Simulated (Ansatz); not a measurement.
BN: the change of pressure with volume per atom

All results are calculated (Ansatz 0.2.0). Periodic Kohn-Sham DFT of a crystal at fixed atoms; pressure and stress are positive in compression; the energy is the free energy less that of spherical unpolarised free atoms; site moments are those in the method's own spheres, positive along +z.

Cell of the first row (space group F-43m, No. 216):
```
BN
1.0
      0.0000     1.7706     1.7706
      1.7706     0.0000     1.7706
      1.7706     1.7706     0.0000
B N
1 1
Direct
  0.00000 0.00000 0.00000
  0.75000 0.75000 0.75000
```

Settings of every row: method frozen-core PAW; functional LDA; relativity scalar; k mesh 11x11x11; filling fermi-dirac; smearing width 0.02 eV; wave cutoff 420 eV; paw set soft_2.

Atom start moment: 0 on all atoms.

Limits: PAW files made with PBE.

| row | volume per atom (Å³) | pressure (GPa) |
| --- | --- | --- |
| 1 | 5.551 | 14.15 |
| 2 | 5.669 | 4.96 |
| 3 | 5.787 | -3.375 |
| 4 | 5.846 | -7.266 |
| 5 | 5.905 | ? |
| 6 | 5.964 | -14.5 |
| 7 | 6.023 | -17.871 |
| 8 | 6.141 | -24.127 |
| 9 | 6.26 | -29.821 |

Question: what pressure should row 5 give?

Worked fit of pressure. Take u = (V_r/V)^(2/3) − 1 with V_r = 5.905 Å³ an atom, which is twice the finite (Eulerian) strain; such expansions in the strain, on which the Birch-Murnaghan equation of state is built, carry the rest volume and the bulk modulus. The shown rows have u = 0.04208, 0.02756, 0.01355, 0.00672, -0.00661, -0.0131, -0.02579, -0.03817. Least squares give pressure = −10.9733 + 542.937 × u + 1284.95 × u² GPa; a straight line predicts inner rows, each left out in turn, worse (root mean square 0.65 against 0.0071 GPa). The rows lie off it by 0.001, -0.006, 0.006, 0.001, 0.006, -0.006, -0.006, 0.004 (root mean square 0.005 GPa). The pressure vanishes at u = 0.0193, or V = 5.738 Å³ an atom, and there the bulk modulus at fixed shape and fractions is B = −V dP/dV = (2/3)(1 + u) dP/du = 403 GPa. The withheld row has u = 0, so the fit gives −10.9733 + 542.937 × (0) + 1284.95 × (0)² = -10.973 GPa.

The calculation gave -10.966 GPa. The fit lies 0.007 GPa (0.016 % of the column's range) below it; its largest miss of a shown row is 0.006 GPa.
